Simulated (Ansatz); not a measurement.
# AlAs: strain energy, fitted

AlAs, F-43m, a = 5.728 Å. Ansatz: PBE, PAW, 420 eV, Γ-centred 8×8×6 mesh on 4 atoms, Gaussian smearing 0.02 eV; no spin polarisation. Series: equal strain along all axes, cell held, atoms fixed by symmetry; x is the strain in per cent. y is the free energy over the unstrained cell, V0 = 23.491 Å³/atom.

```
x (%) y (meV/atom)
 -6.0        196.07
 -4.0         81.56
 -2.0         19.16
  0.0          0.00
  2.0         16.44
  4.0         61.87
  6.0             ?
```

Task: Fit y = c2 x² + c3 x³ to the other rows, turn c2 into a modulus, and predict the missing energy.

Result: Least squares on the rows shown. y = 4.4913 x² − 0.15841 x³. In eV per unit strain² c2 is 44.91; the stiffness is B for this strain (E = 9/2 B V0 ε², shape held): 2 × 44.91 × 160.2 / (9 × 23.491) = 68 GPa. At x = 6.0 the fit asked for gives 127.47 meV/atom. The run gave 130.63 meV/atom, so the fit is 3.16 meV/atom too low, 1.6 % of the span of the series, against an rms of 0.25 meV/atom on the fitted rows. The row lies outside the fitted range. With a term in x⁴ added, a fit to the same known rows predicts 129.55 meV/atom, so most of the miss is curvature that the known rows already hold.